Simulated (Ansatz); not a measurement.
# Is this CdSe structure a true minimum?

The cell was found from a structure generator's guess, not taken from experiment.

Level of theory: DFT PBE, scalar-relativistic, plane waves, PAW (Ansatz 0.2.0). Plane waves to 420 eV, a k mesh through Γ of 4×6×4 on the computed 8-atom cell and Gaussian smearing (0.02 eV); no spin polarisation.

The cell below (8 atoms, space group Pnma (No. 62)) is relaxed within its symmetry.

```yaml
crystal:
  lattice:
    - [8.16470, 0.00000, 0.00000]
    - [0.00000, 4.50702, 0.00000]
    - [0.00000, 0.00000, 7.47911]
  atoms:
    - { symbol: Cd, position: [0.84076, 0.75000, 0.39901] }
    - { symbol: Cd, position: [0.65924, 0.25000, 0.89901] }
    - { symbol: Cd, position: [0.34076, 0.75000, 0.10099] }
    - { symbol: Cd, position: [0.15924, 0.25000, 0.60099] }
    - { symbol: Se, position: [0.82232, 0.25000, 0.59595] }
    - { symbol: Se, position: [0.67768, 0.75000, 0.09595] }
    - { symbol: Se, position: [0.32232, 0.25000, 0.90405] }
    - { symbol: Se, position: [0.17768, 0.75000, 0.40405] }
```

For the test it was strained at random (σ = 1.5 % a component), the atoms were moved at random (σ = 0.05 Å), and all was relaxed again on a coarse 4×2×2 mesh (in the run’s order of axes) with 0.10 eV smearing, with no symmetry imposed.

Question: Is the structure stable against such a distortion?

Answer: It returns, within 1 meV/atom of the unmoved cell on that mesh and with the same symmetry when read at 0.1 Å (P1 at 0.01 Å, so small strains and shifts remain). So it is stable against the distortions that fit this cell and that this random move excites. Modes that don't fit the cell aren't tested.
